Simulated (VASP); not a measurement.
**NiO: relaxation of cell and atoms with RPBE**

NiO:

```
Ni O
1.0
     0.00000    2.08590    2.08590
     2.08590    0.00000    2.08590
     2.08590    2.08590    0.00000
Ni O
1 1
Direct
  0.00000 0.00000 0.00000
  0.50000 0.50000 0.50000
```

* Program: VASP 6.6.1
* Task: relaxation of cell and atoms
* Functional: RPBE
* Potentials or basis: VASP PAW PBE potentials, release 64 (Ni, O)
* Cutoff: 600 eV
* k mesh: 11 × 11 × 11
* Occupations: fermi-dirac, width 0.05 eV
* Spin: collinear spin, ferromagnetic start
* Starting moments: [1.0, 0.0] μB
* Further INCAR settings: ALGO = Normal; EDIFF = 1e-06; IBRION = 2; EDIFFG = -0.02; NSW = 60; ISIF = 3

* Relaxed volume: 9.74 Å³/atom
* Relaxed cell: a = 3.020 Å, b = 3.020 Å, c = 3.020 Å, α = 60.00°, β = 60.00°, γ = 60.00°
* Space group after relaxing (to 0.05 Å): Fm-3m (No. 225)
* Energy gained by relaxing: 24.9 meV/atom
* Ionic steps: 3
* Pressure after relaxing: 0.1 GPa
* Band gap on the k mesh: none (metal or under the smearing width)
* Net moment: 1.91 μB per cell
* Site moments: Ni +1.56; O +0.30 μB
* Valence electrons inside the program's atomic spheres: Ni 8.85; O 4.97

Step by step:
```tsv
step	energy change (eV)	largest force (eV/Å)	pressure (GPa)	volume (Å³)
1	0.0000	0.0000	12.76	18.15
2	-0.0403	0.0000	-4.69	20.12
3	-0.0499	0.0000	0.08	19.48
```

Final structure:
```
Ni O
1.0
     0.00000    2.13557    2.13557
     2.13557    0.00000    2.13557
     2.13557    2.13557    0.00000
Ni O
1 1
Direct
  0.00000 0.00000 0.00000
  0.50000 0.50000 0.50000
```

Levels at points of the mesh, in eV from the Fermi level:
Spin up:
```tsv
k point	band 5	band 6	band 7	band 8	band 9	band 10	band 11	band 12	band 13
(0.00, 0.00, 0.00)	-2.65	-2.65	-2.60	-2.60	-2.60	1.27	17.75	18.50	18.50
```
Spin down:
```tsv
k point	band 3	band 4	band 5	band 6	band 7	band 8	band 9	band 10	band 11	band 12
(0.00, 0.00, 0.00)	-2.07	-2.07	-1.72	-1.72	-1.72	-0.32	-0.32	1.64	17.63	18.68
```

It took 29 s on 1 thread of Intel(R) Xeon(R) 6975P-C (Granite Rapids) (shared host), peak memory 0.17 GiB.

Caveat: the PAW data sets were made with another functional, which shifts forces and pressure a little; a cell with one magnetic atom can't hold antiferromagnetic order, which such compounds often take; semilocal functionals often make such compounds metallic where correlation or magnetic order opens a gap, which also shifts bond lengths. RPBE and its kin give volumes clearly too large for solids.
